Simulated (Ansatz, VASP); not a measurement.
# Te: VASP beside Ansatz

File INCAR:

```
PREC     = Accurate       # precision mode
ENCUT    = 520            # plane-wave cutoff, eV
EDIFF    = 1E-6           # SCF threshold, eV
ISMEAR   = -1             # smearing method
SIGMA    = 0.05           # smearing width, eV
LREAL    = False          # projectors in reciprocal space
LASPH    = True           # aspherical terms in the spheres
NELM     = 60             # most SCF steps
ALGO     = Normal         # electronic algorithm
ISIF     = 2              # what is computed and relaxed
LWAVE    = False          # write WAVECAR
LCHARG   = False          # write CHGCAR
NBANDS   = 9              # bands
```

The input KPOINTS:

```
Automatic mesh
0
Gamma
  9 9 9
```

Contents of POSCAR:

```
Te
1.0
    2.3059043427      1.3313144930      1.6909537039
   -2.3059043427      1.3313144930      1.6909537039
    0.0000000000     -2.6626289860      1.6909537039
Te
1
Direct
    0.5000000000      0.5000000000      0.5000000000
```

KPOINTS_OPT

```
path GPZQGFP1Q1LZ
10
line-mode
reciprocal
 0.0000000000  0.0000000000  0.0000000000  G
 0.4677709699 -0.5322290301  0.4677709699  P

 0.4677709699 -0.5322290301  0.4677709699  P
 0.5000000000 -0.5000000000  0.5000000000  Z

 0.5000000000 -0.5000000000  0.5000000000  Z
 0.4355419398  0.4355419398  0.4355419398  Q

 0.4355419398  0.4355419398  0.4355419398  Q
 0.0000000000  0.0000000000  0.0000000000  G

 0.0000000000  0.0000000000  0.0000000000  G
 0.5000000000 -0.5000000000  0.0000000000  F

 0.5000000000 -0.5000000000  0.0000000000  F
 0.5322290301 -0.4677709699 -0.4677709699  P1

 0.5322290301 -0.4677709699 -0.4677709699  P1
 0.5644580602 -0.4355419398 -0.4355419398  Q1

 0.5644580602 -0.4355419398 -0.4355419398  Q1
 0.5000000000  0.0000000000  0.0000000000  L

 0.5000000000  0.0000000000  0.0000000000  L
 0.5000000000 -0.5000000000  0.5000000000  Z
```

File input.yaml:

```yaml
crystal:
  lattice:
    - [2.3059043427, 1.331314493, 1.6909537039]
    - [-2.3059043427, 1.331314493, 1.6909537039]
    - [0.0, -2.662628986, 1.6909537039]
  atoms:
    - { symbol: Te, position: [0.5, 0.5, 0.5] }
hamiltonian:
  xc: lda
  pseudopotentials: { kind: paw }
kpoints:
  mp_grid: { grid: [9, 9, 9] }
  band_path:
    path:
      - [0.0, 0.0, 0.0]
      - [0.4677709699, -0.5322290301, 0.4677709699]
      - [0.5, -0.5, 0.5]
      - [0.4355419398, 0.4355419398, 0.4355419398]
      - [0.0, 0.0, 0.0]
      - [0.5, -0.5, 0.0]
      - [0.5322290301, -0.4677709699, -0.4677709699]
      - [0.5644580602, -0.4355419398, -0.4355419398]
      - [0.5, 0.0, 0.0]
      - [0.5, -0.5, 0.5]
    npoints: 14
scf:
  occupations: { method: fermi_dirac, width: 0.05 }
  n_extra_bands: 6
output:
  forces: true
  stress: true
  eigenvalues: true
  fatbands: true
  write_density: true
  write_potential: true
  elf: true
  volumetric_format: npy
```

This isn't the form of Te at room conditions, which is trigonal, of chains.

Alike in both runs: task band structure; functional LDA; k mesh 9 × 9 × 9; occupations fermi-dirac, width 0.05 eV; no spin polarisation.

```csv
,VASP,Ansatz
version,VASP 6.6.1,Ansatz 0.2.0
potentials or method,"VASP PAW LDA potentials, release 64 (Te)",Ansatz PAW
plane-wave cutoff (eV),520,420
valence electrons in the cell,6,16
```

```tsv
	VASP	Ansatz	Ansatz less VASP
gap on the k mesh at the Fermi level (eV)	none	none	-
pressure (GPa)	-1.0	-1.1	-0.08
largest component of the traceless stress (GPa)	0.24	0.27	+0.037
```

A gap of «none» marks a metal or a gap that the smearing closes. The two sets of potentials don't hold the same shells in valence.

Caveats: spin-orbit coupling is left out, which moves the levels of the heavy elements; the PAW data sets come from PBE, with cores solved anew for the run's functional, which leaves a small shift of forces and pressure (Ansatz).
